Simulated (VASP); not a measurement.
Write the native input for VASP 6.6.1 that does the following.

```yaml
Task: single point
Functional: r2SCAN
Potentials_or_basis: VASP PAW PBE potentials, release 64 (Ru_pv)
Cutoff: 520 eV
k_mesh: 22 × 22 × 22
Occupations: gaussian, width 0.15 eV
Spin: no spin polarisation
Dipole_correction: no
Further_INCAR_settings: ALGO = Normal; EDIFF = 1e-06; NBANDS = 13
```

Ru:

```
Ru
1.0
     0.00000    2.06820    1.76180
     2.06820    0.00000    1.76180
     2.06820    2.06820    0.00000
Ru
1
Cartesian
  0.0000 0.0000 0.0000
```

The cell isn't the ideal one: strain +0.080 along x and y, -0.080 along z, atoms carried along.

These files were run (other wordings do the same):

POSCAR

```
Ru
1.0
    0.0000000000      2.0682000000      1.7618000000
    2.0682000000      0.0000000000      1.7618000000
    2.0682000000      2.0682000000      0.0000000000
Ru
1
Direct
    0.0000000000      0.0000000000      0.0000000000
```

INCAR.step1

```
ALGO = Normal
EDIFF = 1E-4
ENCUT = 520
GGA = PE
ISMEAR = 0
LASPH = T
LCHARG = F
LREAL = F
LWAVE = T
NBANDS = 13
NELM = 100
PREC = Accurate
SIGMA = 0.15
```

INCAR.step2

```
ALGO = Normal
EDIFF = 1E-6
ENCUT = 520
ISIF = 2
ISMEAR = 0
ISTART = 1
LASPH = T
LCHARG = F
LMIXTAU = T
LREAL = F
LWAVE = F
METAGGA = R2SCAN
NBANDS = 13
NELM = 100
PREC = Accurate
SIGMA = 0.15
```

KPOINTS

```
k-points
0
Gamma
  22 22 22
```

Potentials or basis: VASP PAW PBE potentials, release 64 (Ru_pv).

The run is started by

```console
$ cat potpaw_PBE.64/Ru_pv/POTCAR > POTCAR
$ cp INCAR.step1 INCAR
$ mpirun -np 1 vasp_std > vasp.out
$ cp INCAR.step2 INCAR
$ mpirun -np 1 vasp_std > vasp.out
```

Results of the run:

```
Pressure               : -23.5 GPa
Band gap on the k mesh : none (metal or under the smearing width)
```

Caveat: so large a pressure means that the cell lies far from this level's equilibrium, or that cutoff or potentials fall short; the potentials were made for another functional, which shifts forces and pressure.

Run time: 3.1 min on 1 thread of Intel(R) Xeon(R) 6975P-C (Granite Rapids), on a shared host, peak memory 0.26 GiB.
